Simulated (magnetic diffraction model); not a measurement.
## NdAgSe2: what an assumed order does to the neutron pattern

Space group P2_12_12_1 (no. 19), a = 4.3480 Å, b = 6.9690 Å, c = 13.5310 Å.

| site | atom | x | y | z |
| --- | --- | --- | --- | --- |
| 4a | Nd | 0.2219 | 0.2918 | 0.1299 |
| 4a | Ag | 0.9920 | 0.2849 | 0.3772 |
| 4a | Se | 0.7195 | 0.4810 | 0.0281 |
| 4a | Se | 0.7380 | 0.0758 | 0.2268 |

This is a made-up structure (elements placed in a structure type, unrelaxed), so the numbers test the method and describe no known phase.

Only Nd is taken to order (form factors of Nd3+); orders and moment sizes are assumed, and not adapted to the symmetry. Radiation: neutrons of λ = 4.2 Å, 3° to 70°; isotropic B of 0.1 Å² (Nd), 0.13 Å² (Ag) and 0.17 Å² (Se). The intensities are simulated: I ∝ L Σ (|F_N|² + |F_M⊥|²) for unpolarised neutrons, with F_M = 2.695 fm/μB × Σ f(s) S exp(2πi Q·r) exp(−B s²) at Q = H ± k (one set where k and −k are equivalent), only the part normal to Q counting and L = 1/(sin²θ cos θ). For a modulated order the moment at position r is S exp(−2πi k·r) + c.c., with S = m/2 for a sine wave of amplitude m and S = m(u + iv)/2 for moments turning in a plane, u and v being orthogonal unit vectors in it; the phase factor of the sum at Q = H + k is then exp(2πi H·r). Form factors are spin-only for 3d ions and dipole or tabulated for f ions, scattering lengths are Sears's of 1992, and absorption is left out. A label names one of the reflections at its angle. The strongest nuclear line in the range is 100, and lines under 0.2 are left out.

Assume the order k = (0.156 0 0), moments turning in the plane of [001] and [100], 2.5 μB on Nd; signs + at (0.2219, 0.2918, 0.1299), + at (0.7219, 0.2082, 0.8701), − at (0.7781, 0.7918, 0.3701), − at (0.2781, 0.7082, 0.6299).

Q: Where does magnetic intensity appear, and how strong is it?

```csv
2θ (°),index,nuclear,magnetic
19.87,(0.156 0 1),0.0,222.1
36.17,(0 0 2),1.4,0.0
36.19,(0.156 1 0),0.0,268.6
39.63,(0 1 1),66.1,0.0
40.64,(0.156 1 1),0.0,15.0
51.27,(0 1 2),14.4,0.0
51.72,(0.844 0 1),0.0,39.8
52.10,(0.156 1 2),0.0,0.8
56.28,(0.156 0 3),0.0,39.6
60.97,(1 0 1),100.0,0.0
61.64,(0.844 0 2),0.0,1.8
64.03,(0.844 1 1),0.0,6.6
67.37,(0 1 3),30.7,0.0
68.07,(0.156 1 3),0.0,3.5
69.40,(1 1 0),6.6,0.0
```

The strongest magnetic line in the range is (0.156 1 0) at 36.19° (268.6). On top of the Lorentz factor, which all lines share, magnetic lines fade with angle because f falls: for Nd3+ it is 0.98, 0.90, 0.79 and 0.54 at sin θ/λ = 0.1, 0.2, 0.3 and 0.5 Å⁻¹, while nuclear lengths stay constant. The order has no net moment.

[Logs are printed without paths, hosts, clocks, repeated set-up lines and the standing remarks that a program may print on its own settings, such as how far it seeks lower states.]
